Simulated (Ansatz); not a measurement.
**MoP: equation of state with RPBE+D4**

The system is MoP.

```
CELL_PARAMETERS angstrom
3.22300 0.00000 0.00000
-1.61150 2.79120 0.00000
0.00000 0.00000 3.19100
ATOMIC_POSITIONS crystal
Mo 0.00000 0.00000 0.00000
P 0.33333 0.66667 0.50000
```

| Quantity | Value |
| --- | --- |
| Program | Ansatz 0.2.0 |
| Task | equation of state |
| Functional | RPBE |
| Dispersion | D4 |
| Potentials or basis | Ansatz PAW |
| Cutoff | 420 eV |
| Density cutoff | 1680 eV |
| k mesh | 10 × 10 × 8 |
| Occupations | gaussian, width 0.01 eV |
| Spin | no spin polarisation |

* Equilibrium volume: 13.93 Å³/atom
* Bulk modulus at fixed shape and positions: 247 GPa
* Pressure derivative of the bulk modulus: 4.4

Energy against volume, from the lowest point:
```csv
volume (Å³/atom),energy (meV/atom)
13.492,9.99
13.779,0.17
14.066,0.00
14.353,8.48
14.640,24.70
14.927,47.84
15.214,77.15
```

All runs of the series together: 40 s on 2 threads of Intel(R) Xeon(R) Processor @ 2.50GHz (Skylake/Cascade Lake), on a shared host.

Caveat: the potentials were made for another functional, which shifts forces and pressure; the cell was scaled at fixed shape and fractional positions, which overstates the stiffness of a crystal with free parameters, most of all of layers and chains.
